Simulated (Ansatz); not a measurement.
Yb:

```
CELL_PARAMETERS angstrom
3.87990 0.00000 0.00000
-1.93995 3.36009 0.00000
0.00000 0.00000 6.38590
ATOMIC_POSITIONS crystal
Yb 0.66667 0.33333 0.75000
Yb 0.33333 0.66667 0.25000
```

This isn't the form of Yb at room conditions, which is fcc.

Alike in all runs: program Ansatz 0.2.0; functional PBE; potentials or basis Ansatz PAW; cutoff 420 eV (not typed: the program's choice for these potentials); k mesh 7 × 7 × 4; occupations fermi-dirac, width 0.05 eV.

Starts and where they ended:

```csv
start,free energy over the lowest (meV/atom),net moment (μB),site or absolute moments (μB),gap
"collinear spin, ferromagnetic start of up to 2 μB; fixed moment 4",802.9,4.00,Yb +1.26,-
"collinear spin, ferromagnetic start of up to 0.75 μB; fixed moment 1.5",107.7,1.50,Yb +0.46,-
"collinear spin, ferromagnetic start of up to 0.5 μB; fixed moment 1",46.2,1.00,Yb +0.31,-
"collinear spin, ferromagnetic start of up to 1.5 μB; fixed moment 3",410.6,3.00,Yb +0.93,-
"collinear spin, program default start; fixed moment 0",0.0,0.00,-,-
"collinear spin, ferromagnetic start of up to 0.25 μB; fixed moment 0.5",7.4,0.50,Yb +0.14,-
"collinear spin, ferromagnetic start of up to 1.25 μB; fixed moment 2.5",284.4,2.50,Yb +0.78,-
"collinear spin, ferromagnetic start of up to 1 μB; fixed moment 2",185.0,2.00,Yb +0.62,-
```

All polarised runs hold their moment fixed, so the table maps the energy against it. A still lower state may exist.

Caveats: spin-orbit coupling is left out, which moves the levels of the heavy elements; the total moment is fixed, so each spin has its own Fermi level.
